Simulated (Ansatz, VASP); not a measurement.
# ZnCu in VASP and in Ansatz

INCAR

```
SYSTEM = ZnCu
  ALGO = Fast
  EDIFF = 1E-7
  EDIFFG = -0.01
  ENCUT = 600
  GGA = PE
  IBRION = 2
  ISIF = 3
  ISMEAR = 0
  LASPH = .True.
  LCHARG = .False.
  LREAL = .False.
  LWAVE = .False.
  NELM = 60
  NSW = 100
  PREC = Accurate
  SIGMA = 0.1
```

KPOINTS

```
k-points
0
Gamma
  18 18 18
  0 0 0
```

POSCAR

```
ZnCu
1.0
    2.9675556317      0.0000000000      0.0000000000
    0.0000000000      2.9675556317      0.0000000000
    0.0000000000      0.0000000000      2.9675556317
Zn Cu
1 1
Direct
    0.5000000000      0.5000000000      0.5000000000
    0.0000000000      0.0000000000      0.0000000000
```

Input for Ansatz:

```yaml
crystal:
  lattice:
    - [2.9675556317, 0.0, 0.0]
    - [0.0, 2.9675556317, 0.0]
    - [0.0, 0.0, 2.9675556317]
  atoms:
    - { symbol: Zn, position: [0.5, 0.5, 0.5] }
    - { symbol: Cu, position: [0.0, 0.0, 0.0] }
basis:
  ecutwfc: 420
kpoints:
  mp_grid: { grid: [18, 18, 18] }
hamiltonian:
  xc: pbe
scf:
  occupations: { method: gaussian, width: 0.1 }
output:
  forces: true
  stress: true
  eigenvalues: true
relax:
  adjacent_minimum: "off"
  f_tol: 0.01
  max_steps: 80
  cell: { stress_tol: 0.05 }
```

Alike in both runs: task relaxation of cell and atoms; functional PBE; k mesh 18 × 18 × 18; occupations gaussian, width 0.1 eV; no spin polarisation.

```csv
,VASP,Ansatz
version,VASP 6.6.1,Ansatz 0.2.0
potentials or method,"VASP PAW PBE potentials, release 64 (Zn, Cu)","scalar-relativistic, plane waves, PAW"
plane-wave cutoff (eV),600,420
valence electrons in the cell,23,31
```

|  | VASP | Ansatz | Ansatz less VASP |
| --- | --- | --- | --- |
| gap on the k mesh at the Fermi level, each at its own relaxed structure (eV) | none | none | - |
| relaxed volume (Å³/atom) | 13.10 | 13.03 | -0.075 |
| relaxed cell length with the largest relative difference (Å) | 2.970 | 2.965 | -0.0056 |

A gap of «none» marks a metal or a gap that the smearing closes. The two sets of potentials don't hold the same shells in valence.
